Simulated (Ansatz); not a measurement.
## PbO: Field gradients at the nuclei

The cell is a COD entry, ions relaxed with PBE at fixed cell.

Space group Pbcm (No. 57); a = 5.8931, b = 5.4904, c = 4.7528 Å.

```
site  Wyckoff  site symmetry       x       y       z
  Pb       4d            ..m  0.2330  0.9919  0.2500
   O       4d            ..m  0.8601  0.0882  0.2500
```

One atom of each set is listed.

Method: Kohn–Sham DFT in Ansatz, PBE, plane waves and PAW, scalar-relativistic, 420 eV cutoff, Γ-centred 6×6×7 k-points, Fermi–Dirac smearing 0.01 eV.

C_Q = eQV_zz/h, which is 24.18 MHz for Q = 1 b and V_zz = 10²¹ V/m²; η = (V_xx − V_yy)/V_zz.

¹⁷O: I = 5/2, Q = -25.58 mb. Q values from Pyykkö, Mol. Phys. 116, 1328 (2018).

```json
{"site": "Pb", "atoms": "4", "first shell": "4 O at 2.26–2.48 Å; also 1 O at 3.32 Å", "V_zz (10²¹ V/m²)": "-34.9", "η": "0.19", "C_Q (MHz)": "–"}
{"site": "O", "atoms": "4", "first shell": "4 Pb at 2.26–2.48 Å; also 1 Pb at 3.32 Å", "V_zz (10²¹ V/m²)": "3.14", "η": "0.30", "C_Q (MHz)": "-1.94"}
```

At Pb V_zz points towards the open side of its shell (within 8°).

Pb has no stable isotope with a ground-state quadrupole moment in the table, so no C_Q is given.

Spin–orbit coupling is left out, which shifts gradients on Pb by a few per cent, and by more where contributions nearly cancel.
